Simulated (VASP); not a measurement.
Runs of VASP 6.6.1 on CO2. The structure is tetragonal, space group I-42d (No. 122). Conventional cell: a = 3.552 Å, b = 3.552 Å, c = 5.918 Å, α = 90.00°, β = 90.00°, γ = 90.00°. Around C (site symmetry -4) lie 4 O at 1.38 Å. O (site symmetry 2) is surrounded by 2 C at 1.38 Å. 

```tsv
task	cell	gap on the mesh (eV)	pressure (GPa)
relaxation of cell and atoms	relaxed	(a)	-0.1
relaxation of shape and atoms at fixed volume	atoms relaxed at fixed volume from: a relaxed cell with its volume scaled by 1.06	8.36	-8.1
relaxation of shape and atoms at fixed volume	atoms relaxed at fixed volume from: a relaxed cell with its volume scaled by 0.98	8.47	3.1
relaxation of shape and atoms at fixed volume	atoms relaxed at fixed volume from: a relaxed cell with its volume scaled by 0.96	8.48	6.7
relaxation of shape and atoms at fixed volume	atoms relaxed at fixed volume	(b)	0.0
relaxation of shape and atoms at fixed volume	atoms relaxed at fixed volume from: a relaxed cell with its volume scaled by 1.04	8.40	-5.6
relaxation of shape and atoms at fixed volume	atoms relaxed at fixed volume from: a relaxed cell with its volume scaled by 0.94	8.48	10.6
```

Alike in all rows: level r2SCAN; potentials or basis VASP PAW PBE potentials, release 64 (C, O); no spin polarisation; k mesh 12 × 12 × 12; cutoff (eV) 600; smearing gaussian 0.03 eV.

Q: Estimate the missing entries.

A: (a) 8.44; (b) 8.45.

Caveats: the PAW data sets were made with another functional, which shifts forces and pressure a little; the relaxation stopped at its first step, so nothing moved (some runs).

A k mesh can miss the band edges.
